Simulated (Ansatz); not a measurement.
Calculated with Ansatz: Al2ZnO4, relaxation

input.yaml:

```yaml
crystal:
  lattice:
    - [0.0, 4.07835908, 4.07835908]
    - [4.07835908, 0.0, 4.07835908]
    - [4.07835908, 4.07835908, 0.0]
  atoms:
    - { symbol: Zn, position: [0.125, 0.125, 0.125] }
    - { symbol: Zn, position: [0.875, 0.875, 0.875] }
    - { symbol: Al, position: [0.5, 0.5, 0.5] }
    - { symbol: Al, position: [0.0, 0.5, 0.5] }
    - { symbol: Al, position: [0.5, 0.5, 0.0] }
    - { symbol: Al, position: [0.5, 0.0, 0.5] }
    - { symbol: O, position: [0.2634, 0.2634, 0.2634] }
    - { symbol: O, position: [0.2902, 0.7366, 0.7366] }
    - { symbol: O, position: [0.2634, 0.2634, 0.7098] }
    - { symbol: O, position: [0.7366, 0.2902, 0.7366] }
    - { symbol: O, position: [0.7098, 0.2634, 0.2634] }
    - { symbol: O, position: [0.7366, 0.7366, 0.7366] }
    - { symbol: O, position: [0.2634, 0.7098, 0.2634] }
    - { symbol: O, position: [0.7366, 0.7366, 0.2902] }
  symmetry: { tolerance: 0.0003 }
kpoints:
  mp_grid: { grid: [6, 6, 6], shift: [0, 0, 0] }
magnetization:
  spin_polarized: false
scf:
  occupations: { method: fermi_dirac }
  lower_state_search: "off"
hamiltonian:
  pseudopotentials: { kind: paw }
  xc: r2scan
basis:
  ecutwfc: 500
  fft_grid_basis: typed
relax:
  max_steps: 80
  cell: { p_target: 0.0 }
  f_tol: 0.03
output:
  forces: true
  stress: true
  eigenvalues: true
  bader: true
  populations: true
  elf: true
  write_potential: true
  volumetric_format: npy
  dos:
    e_range: [-12, 8]
    de: 0.05
    projected: { site_lists: { Al: [Al], O: [O], Zn: [Zn] } }
  write_density: true
checkpoint:
  read: saved_state
```

The command:

```bash
ansatz run input.yaml --threads 2 --pin off --max-ram 3584MiB --backend cpu --events-out ev --progress --plain --runs-dir out
```

Origin of the cell: a database entry, scaled a little.

The smearing width isn't typed, so it takes its default of 0.1 eV.

The saved state is a converged single point of the same cell.

Steps («new basis» is an SCF on plane waves selected anew at the same cell):

```json
{"step": "1", "ΔF (meV/atom)": "0.0", "max force component (eV/Å)": "0.277", "P (GPa)": "-6.35", "volume (Å³)": "135.67", "SCF iterations": "5", "step was": "accepted"}
{"step": "2", "ΔF (meV/atom)": "-5.2", "max force component (eV/Å)": "0.131", "P (GPa)": "-3.52", "volume (Å³)": "133.90", "SCF iterations": "6", "step was": "accepted"}
{"step": "3", "ΔF (meV/atom)": "-7.2", "max force component (eV/Å)": "0.017", "P (GPa)": "0.11", "volume (Å³)": "131.76", "SCF iterations": "6", "step was": "accepted"}
{"step": "4", "ΔF (meV/atom)": "-7.2", "max force component (eV/Å)": "0.002", "P (GPa)": "-0.01", "volume (Å³)": "131.82", "SCF iterations": "4", "step was": "accepted"}
{"step": "5", "ΔF (meV/atom)": "-7.0", "max force component (eV/Å)": "0.002", "P (GPa)": "0.00", "volume (Å³)": "131.82", "SCF iterations": "6", "step was": "new basis"}
```

Before:

Space group Fd-3m (No. 227); the run's cell has a = 5.768 Å, b = 5.768 Å, c = 5.768 Å, α = 60.00°, β = 60.00°, γ = 60.00°. Shortest distances: Al–O 1.94 Å, O–Zn 1.96 Å, O–O 2.57 Å, Al–Al 2.88 Å, Al–Zn 3.38 Å, Zn–Zn 3.53 Å.

After:

Space group Fd-3m (No. 227); the run's cell has a = 5.713 Å, b = 5.713 Å, c = 5.713 Å, α = 60.00°, β = 60.00°, γ = 60.00°. Shortest distances: Al–O 1.91 Å, O–Zn 1.95 Å, O–O 2.53 Å, Al–Al 2.86 Å, Al–Zn 3.35 Å, Zn–Zn 3.50 Å.

```
CELL_PARAMETERS angstrom
0.00000 4.03938 4.03938
4.03938 0.00000 4.03938
4.03938 4.03938 0.00000
ATOMIC_POSITIONS crystal
Zn 0.12500 0.12500 0.12500
Zn 0.87500 0.87500 0.87500
Al 0.50000 0.50000 0.50000
Al 0.00000 0.50000 0.50000
Al 0.50000 0.50000 0.00000
Al 0.50000 0.00000 0.50000
O 0.26414 0.26414 0.26414
O 0.29243 0.73586 0.73586
O 0.26414 0.26414 0.70757
O 0.73586 0.29243 0.73586
O 0.70757 0.26414 0.26414
O 0.73586 0.73586 0.73586
O 0.26414 0.70757 0.26414
O 0.73586 0.73586 0.29243
```

| Quantity | Value |
| --- | --- |
| Free energy lowered by | 7.0 meV/atom |
| Volume change | -2.84 % |
| Final pressure | 0.00 GPa |
| Relaxation steps listed | 5 |

Caveats: the relaxation held the start's symmetry, so the end may be a saddle point.

It ran for 89 s on 2 threads of Arm Neoverse V2, on a shared host, peak memory 0.9 GiB, from a saved density.
